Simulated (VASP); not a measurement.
Lu:

```
Lu
1.0
    -1.95411    1.95411    1.95411
     1.95411   -1.95411    1.95411
     1.95411    1.95411   -1.95411
Lu
1
Direct
  0.00000 0.00000 0.00000
```

This isn't the form of Lu at room conditions, which is hcp.

| Property | Result |
| --- | --- |
| Program | VASP 6.6.1 |
| Task | relaxation of cell and atoms |
| Functional | SCAN |
| Potentials or basis | VASP PAW PBE potentials, release 64 (Lu) |
| Cutoff | 600 eV |
| k mesh | 10 × 10 × 10 |
| Occupations | fermi-dirac, width 0.05 eV |
| Spin | no spin polarisation |

At the start: pressure -2.8 GPa; volume 29.85 Å³/atom.

Q: Where does the relaxation end?

A: Over 30 steps the energy falls by 14.8 meV/atom and the volume is 28.00 Å³/atom (-6.2 %); space group Im-3m (No. 229, to 0.05 Å).

The path:
```tsv
step	energy change (eV)	largest force (eV/Å)	pressure (GPa)	volume (Å³)
1	0.0000	0.0000	-2.80	29.85
2	-0.0132	0.0000	0.98	27.65
3	-0.0148	0.0000	-0.33	28.18
4	-0.0148	0.0000	0.23	28.05
5	-0.0148	0.0000	-0.19	28.11
6	-0.0148	0.0000	-0.18	28.10
7	-0.0149	0.0000	-0.69	28.07
8	-0.0148	0.0000	-0.14	28.07
9	-0.0148	0.0000	-0.12	28.07
10	-0.0148	0.0000	-0.13	28.07
11	-0.0148	0.0000	-0.12	28.07
12	-0.0148	0.0000	-0.11	28.07
13	-0.0148	0.0000	-0.16	28.07
14	-0.0148	0.0000	-0.18	28.07
15	-0.0148	0.0000	-0.19	28.07
16	-0.0148	0.0000	-0.24	28.06
17	-0.0148	0.0000	-0.11	28.05
18	-0.0148	0.0000	-0.59	28.02
19	-0.0148	0.0000	-1.28	27.97
20	-0.0144	0.0000	0.36	27.88
21	-0.0145	0.0000	0.22	27.90
22	-0.0146	0.0000	0.22	27.93
23	-0.0147	0.0000	0.14	27.95
24	-0.0147	0.0000	0.29	27.96
25	-0.0147	0.0000	0.07	27.97
26	-0.0147	0.0000	0.11	27.97
27	-0.0147	0.0000	0.12	27.98
28	-0.0147	0.0000	0.20	27.99
29	-0.0148	0.0000	-0.04	28.01
30	-0.0148	0.0000	-0.02	28.00
```

Final structure:
```xyz
1
Lattice="-1.9130 1.9130 1.9130 1.9130 -1.9130 1.9130 1.9130 1.9130 -1.9130" Properties=species:S:1:pos:R:3 pbc="T T T"
Lu    0.0000    0.0000    0.0000
```

Caveat: the PAW data sets were made with another functional, which shifts forces and pressure a little.
